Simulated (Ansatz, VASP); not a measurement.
PbF2: VASP beside Ansatz

Contents of INCAR:

```
  PREC = Accurate
  ENCUT = 520
  EDIFF = 1E-6
  ISMEAR = 0
  SIGMA = 0.02
  LREAL = False
  LASPH = True
  NELM = 100
  ALGO = Fast
  ISIF = 2
  LWAVE = False
  LCHARG = False
  GGA = PE
  NBANDS = 21
```

Contents of KPOINTS:

```
regular mesh
0
Gamma
  8 8 8
```

POSCAR

```
PbF2
1.0
    0.0036529155      3.0126158400      3.0154074990
    3.1300734075     -0.0233133225      3.0423737370
    3.1377059220      3.0472145925     -0.0309458370
Pb F
1 2
Direct
    0.0156085324      0.0091772312     -0.0250702897
    0.2464577336      0.2368915939      0.2436461437
    0.7379337340      0.7539278078      0.7814275132
```

Input for Ansatz:

```yaml
crystal:
  lattice:
    - [0.0036529155, 3.01261584, 3.015407499]
    - [3.1300734075, -0.0233133225, 3.042373737]
    - [3.137705922, 3.0472145925, -0.030945837]
  atoms:
    - { symbol: Pb, position: [0.0156085324, 0.0091772312, -0.0250702897] }
    - { symbol: F, position: [0.2464577336, 0.2368915939, 0.2436461437] }
    - { symbol: F, position: [0.737933734, 0.7539278078, 0.7814275132] }
basis:
  ecutwfc: 420
kpoints:
  mp_grid: { grid: [8, 8, 8] }
hamiltonian:
  xc: pbe
scf:
  occupations: { method: gaussian, width: 0.02 }
output:
  forces: true
  stress: true
  eigenvalues: true
  write_density: true
  write_potential: true
  elf: true
  volumetric_format: npy
```

Change from the starting cell: all atoms moved at random, cell strained at random.

Alike in both runs: task single point; functional PBE; k mesh 8 × 8 × 8; occupations gaussian, width 0.02 eV; no spin polarisation.

|  | VASP | Ansatz |
| --- | --- | --- |
| version | VASP 6.6.1 | Ansatz 0.2.0 |
| potentials or method | VASP PAW PBE potentials, release 64 (Pb_d, F) | scalar-relativistic, plane waves, PAW |
| plane-wave cutoff (eV) | 520 | 420 |
| valence electrons in the cell | 28 | 28 |

|  | VASP | Ansatz | Ansatz less VASP |
| --- | --- | --- | --- |
| gap on the k mesh at the Fermi level (eV) | 4.10 | 4.11 | +0.006 |
| least direct gap on the mesh (eV) | 4.46 | 4.46 | +0.003 |
| pressure (GPa) | -3.6 | -3.3 | +0.21 |
| largest component of the traceless stress (GPa) | 0.91 | 0.91 | -0.001 |
| rms of the force components (eV/Å) | 0.141 | 0.139 | -0.0015 |

Atom by atom the forces differ by 0.002 eV/Å (rms over components).

Caveats: spin-orbit coupling is left out, which as a rule narrows the gap of such compounds by several tenths of an eV. A k mesh can miss the band edges.
